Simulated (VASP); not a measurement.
# AgCl (Fm-3m) in VASP: further runs, part 2 of 2

VASP 6.6.1.

## Step 5: Single point, LDA, non-collinear spin, zero start, spin-orbit coupling

INCAR

```
SYSTEM = AgCl
PREC     = Accurate       ! precision mode
ENCUT    = 520            ! plane-wave cutoff, eV
EDIFF    = 1E-6           ! SCF threshold, eV
ISMEAR   = 0              ! smearing method
SIGMA    = 0.01           ! smearing width, eV
LREAL    = .FALSE.        ! projectors in reciprocal space
LASPH    = .TRUE.         ! aspherical terms in the spheres
NELM     = 150            ! most SCF steps
ALGO     = Normal         ! electronic algorithm
ISIF     = 2              ! what is computed and relaxed
LWAVE    = .FALSE.        ! write WAVECAR
LCHARG   = .TRUE.         ! write CHGCAR
MAGMOM   = 0 0 0 0 0 0    ! initial moments
LORBIT   = 11             ! projections on sites
LSORBIT  = .TRUE.         ! spin-orbit coupling
GGA_COMPAT= .FALSE.      
LORBMOM  = .TRUE.       
LMAXMIX  = 4              ! l up to which the mixer works
LVHAR    = .TRUE.       
NBANDS   = 30             ! bands
```

KPOINTS

```
Automatic mesh
0
G
  8 8 8
  0 0 0
```

POSCAR

```
AgCl
1.0
    0.0000000000      2.6770631764      2.6770631764
    2.6770631764      0.0000000000      2.6770631764
    2.6770631764      2.6770631764      0.0000000000
Ag Cl
1 1
Direct
    0.0000000000      0.0000000000      0.0000000000
    0.5000000000      0.5000000000      0.5000000000
```

Potentials or basis: VASP PAW LDA potentials, release 64 (Ag, Cl).

Run with:

```sh
$ cat potpaw_LDA.64/Ag/POTCAR potpaw_LDA.64/Cl/POTCAR > POTCAR
$ mpirun -np 1 vasp_ncl > vasp.out
```

OUTCAR:

```text
SYSTEM = AgCl
   PREC = Accurate
   ENCUT = 520
   EDIFF = 1E-6
   ISMEAR = 0
   LREAL = .FALSE.
   LASPH = .TRUE.
   NELM = 150
   ISIF = 2
   LORBIT = 11
   LSORBIT = .TRUE.

 ion  position               nearest neighbor table
   1  0.000  0.000  0.000-   2 2.68   2 2.68   2 2.68   2 2.68   2 2.68   2 2.68
   2  0.500  0.500  0.500-   1 2.68   1 2.68   1 2.68   1 2.68   1 2.68   1 2.68

  LATTYP: Found a face centered cubic cell.
 ALAT       =     5.3541263528

  Lattice vectors:

 A1 = (   0.0000000000,   2.6770631764,   2.6770631764)
 A2 = (   2.6770631764,   0.0000000000,   2.6770631764)
 A3 = (   2.6770631764,   2.6770631764,   0.0000000000)

Analysis of symmetry for initial positions (statically):
=====================================================================
 Subroutine PRICEL returns:
 Original cell was already a primitive cell.

 Routine SETGRP: Setting up the symmetry group for a
 face centered cubic supercell.

 Subroutine GETGRP returns: Found 48 space group operations
 (whereof 48 operations were pure point group operations)
 out of a pool of 48 trial point group operations.

The static configuration has the point symmetry O_h .

Analysis of symmetry for dynamics (positions and initial velocities):
=====================================================================
 Subroutine PRICEL returns:
 Original cell was already a primitive cell.

 Routine SETGRP: Setting up the symmetry group for a
 face centered cubic supercell.

 Subroutine GETGRP returns: Found 48 space group operations
 (whereof 48 operations were pure point group operations)
 out of a pool of 48 trial point group operations.

The dynamic configuration has the point symmetry O_h .

Analysis of structural, dynamic, and magnetic symmetry:
=====================================================================
 Subroutine PRICEL returns:
 Original cell was already a primitive cell.

 Routine SETGRP: Setting up the symmetry group for a
 face centered cubic supercell.

 Subroutine GETGRP returns: Found 48 space group operations
 (whereof 48 operations were pure point group operations)
 out of a pool of 48 trial point group operations.

The overall configuration has the point symmetry O_h .

 Subroutine INISYM returns: Found 48 space group operations
 (whereof 48 operations are pure point group operations),
 and found     1 'primitive' translations

----------------------------------------------------------------------------------------

                                     Primitive cell

  volume of cell :      38.3712

  direct lattice vectors                    reciprocal lattice vectors
     0.000000000  2.677063176  2.677063176    -0.186771834  0.186771834  0.186771834
     2.677063176  0.000000000  2.677063176     0.186771834 -0.186771834  0.186771834
     2.677063176  2.677063176  0.000000000     0.186771834  0.186771834 -0.186771834

[... 935 lines left out ...]
------------------------ aborting loop because EDIFF is reached ----------------------------------------

  FORCE on cell =-STRESS in cart. coord.  units (eV):
  Direction    XX          YY          ZZ          XY          YZ          ZX
  --------------------------------------------------------------------------------------
  -------------------------------------------------------------------------------------
  Total       -0.0025076     -0.0025076     -0.0025076      0.0000000      0.0000000      0.0000000
  in kB       -0.1047060     -0.1047060     -0.1047060      0.0000000      0.0000000      0.0000000
  external PRESSURE =      -0.1047060 kB  Pullay stress =       0.0000000 kB

 VOLUME and BASIS-vectors are now :
 -----------------------------------------------------------------------------
  energy-cutoff  :      520.00
  volume of cell :       38.37
      direct lattice vectors                 reciprocal lattice vectors
     0.000000000  2.677063176  2.677063176    -0.186771834  0.186771834  0.186771834
     2.677063176  0.000000000  2.677063176     0.186771834 -0.186771834  0.186771834
     2.677063176  2.677063176  0.000000000     0.186771834  0.186771834 -0.186771834

 POSITION                                       TOTAL-FORCE (eV/Angst)
 -----------------------------------------------------------------------------------
      0.00000      0.00000      0.00000         0.000000      0.000000      0.000000
      2.67706      2.67706      2.67706         0.000000     -0.000000     -0.000000
 -----------------------------------------------------------------------------------
    total drift:                                0.000000      0.000000      0.000000

  FREE ENERGIE OF THE ION-ELECTRON SYSTEM (eV)
  ---------------------------------------------------
  free  energy   TOTEN  =        -6.8153163929 eV

  energy  without entropy=       -6.8153163929  energy(sigma->0) =       -6.81531639

 orbital moment (x)

 # of ion     p       d       tot
 ----------------------------------------
  1         0.000   0.000   0.000
  2         0.000   0.000   0.000
 ----------------------------------------
            0.000   0.000   0.000

 orbital moment (y)

 # of ion     p       d       tot
 ----------------------------------------
  1         0.000   0.000   0.000
  2         0.000   0.000   0.000
 ----------------------------------------
            0.000   0.000   0.000

 orbital moment (z)

 # of ion     p       d       tot
 ----------------------------------------
  1         0.000   0.000   0.000
  2         0.000   0.000   0.000
 ----------------------------------------
            0.000   0.000   0.000

 Spin-Orbit-Coupling matrix elements

 Ion:    1  E_soc:     -0.0410491
 l=   1
     0.0000000    -0.0011274    -0.0011274
    -0.0011274     0.0000000    -0.0011274
    -0.0011274    -0.0011274     0.0000000
 l=   2
     0.0000000    -0.0011713     0.0000000    -0.0011713    -0.0045429
    -0.0011713     0.0000000    -0.0034072    -0.0011713    -0.0011357
     0.0000000    -0.0034072     0.0000000    -0.0034072     0.0000000
    -0.0011713    -0.0011713    -0.0034072     0.0000000    -0.0011357
    -0.0045429    -0.0011357     0.0000000    -0.0011357     0.0000000
 l=   3
     0.0000000     0.0000000     0.0000000     0.0000000     0.0000000     0.0000000     0.0000000
     0.0000000     0.0000000     0.0000000     0.0000000     0.0000000     0.0000000     0.0000000
     0.0000000     0.0000000     0.0000000     0.0000000     0.0000000     0.0000000     0.0000000
     0.0000000     0.0000000     0.0000000     0.0000000     0.0000000     0.0000000     0.0000000
     0.0000000     0.0000000     0.0000000     0.0000000     0.0000000     0.0000000     0.0000000
     0.0000000     0.0000000     0.0000000     0.0000000     0.0000000     0.0000000     0.0000000
     0.0000000     0.0000000     0.0000000     0.0000000     0.0000000     0.0000000     0.0000000

 Ion:    2  E_soc:     -0.0036352
 l=   1
     0.0000000    -0.0006059    -0.0006059
    -0.0006059     0.0000000    -0.0006059
    -0.0006059    -0.0006059     0.0000000
 l=   2
     0.0000000     0.0000000     0.0000000     0.0000000     0.0000000
     0.0000000     0.0000000     0.0000000     0.0000000     0.0000000
     0.0000000     0.0000000     0.0000000     0.0000000     0.0000000
     0.0000000     0.0000000     0.0000000     0.0000000     0.0000000
     0.0000000     0.0000000     0.0000000     0.0000000     0.0000000
 l=   3
     0.0000000     0.0000000     0.0000000     0.0000000     0.0000000     0.0000000     0.0000000
     0.0000000     0.0000000     0.0000000     0.0000000     0.0000000     0.0000000     0.0000000
     0.0000000     0.0000000     0.0000000     0.0000000     0.0000000     0.0000000     0.0000000
     0.0000000     0.0000000     0.0000000     0.0000000     0.0000000     0.0000000     0.0000000
     0.0000000     0.0000000     0.0000000     0.0000000     0.0000000     0.0000000     0.0000000
     0.0000000     0.0000000     0.0000000     0.0000000     0.0000000     0.0000000     0.0000000
     0.0000000     0.0000000     0.0000000     0.0000000     0.0000000     0.0000000     0.0000000

 total charge

# of ion       s       p       d       tot
------------------------------------------
    1        0.241   0.187   9.352   9.781
    2        1.601   3.451   0.000   5.052
--------------------------------------------------
tot          1.842   3.638   9.352  14.833

 magnetization (x)

# of ion       s       p       d       tot
------------------------------------------
    1        0.000   0.000  -0.000  -0.000
    2        0.000   0.000   0.000   0.000
--------------------------------------------------
tot          0.000   0.000  -0.000  -0.000

 magnetization (y)

# of ion       s       p       d       tot
------------------------------------------
    1        0.000  -0.000   0.000   0.000
    2        0.000  -0.000   0.000  -0.000
--------------------------------------------------
tot          0.000  -0.000   0.000   0.000

 magnetization (z)

# of ion       s       p       d       tot
------------------------------------------
    1        0.000  -0.000  -0.000   0.000
    2        0.000   0.000   0.000   0.000
--------------------------------------------------
tot          0.000   0.000  -0.000   0.000
```

It took 1.7 min on 1 thread of Intel Xeon 8259CL, shared host; peak memory 0.23 GiB.

What came out:

```
Free energy                                           : -6.8153 eV
Pressure                                              : 0.0 GPa
Net moment                                            : 0.00 μB per cell
Valence electrons inside the program's atomic spheres : Ag 9.78; Cl 5.05
```

Moments on the atoms (μB; x, y, z):
```
Ag  0.00 0.00 0.00
Cl  0.00 0.00 0.00
```

## Step 6: Overview

| spin | cell | smearing | gap on the mesh (eV) | pressure (GPa) | moment (μB) |
| --- | --- | --- | --- | --- | --- |
| off | a = 3.786 Å, angles 60.0°, 2 atoms | gaussian 0.01 eV | 0.66 | 0.0 | - |
| off | a = 3.786 Å, angles 60.0°, 2 atoms | tetrahedron | 0.66 | 0.0 | - |
| non-collinear, zero start, SOC | a = 3.767 Å, angles 60.0°, 2 atoms | gaussian 0.01 eV | - | 1.1 | 0.00 |
| non-collinear, zero start, SOC | a = 3.786 Å, angles 60.0°, 2 atoms | gaussian 0.01 eV | - | 0.0 | 0.00 |

Alike in all rows: task single point; level LDA; potentials or basis VASP PAW LDA potentials, release 64 (Ag, Cl); k mesh 8 × 8 × 8; cutoff (eV) 520.

Absolute energies hang on the potentials; compare differences alone.

## Step 7: Comparison with measurements

Step 2. Measured gap of AgCl: 3.249 eV (indirect; a printed reference work, data compilation). This calculation gives 0.66 eV (-2.59 eV). So large a miss can be the level of theory's own, or it may mean another phase, state or a wrong row. Spin-orbit coupling on Ag is left out. The value is that of LDA on a finite k mesh, which can miss the band edges, without temperature or zero-point motion. Semilocal functionals fall short of measured gaps as a rule.

Step 3. Against the measured gap of AgCl, 3.249 eV (indirect; a printed reference work, data compilation), the calculated 0.66 eV is off by -2.59 eV. So large a miss can be the level of theory's own, or it may mean another phase, state or a wrong row. Spin-orbit coupling on Ag is left out. The value is that of LDA on a finite k mesh, which can miss the band edges, without temperature or zero-point motion. Semilocal functionals fall short of measured gaps as a rule.
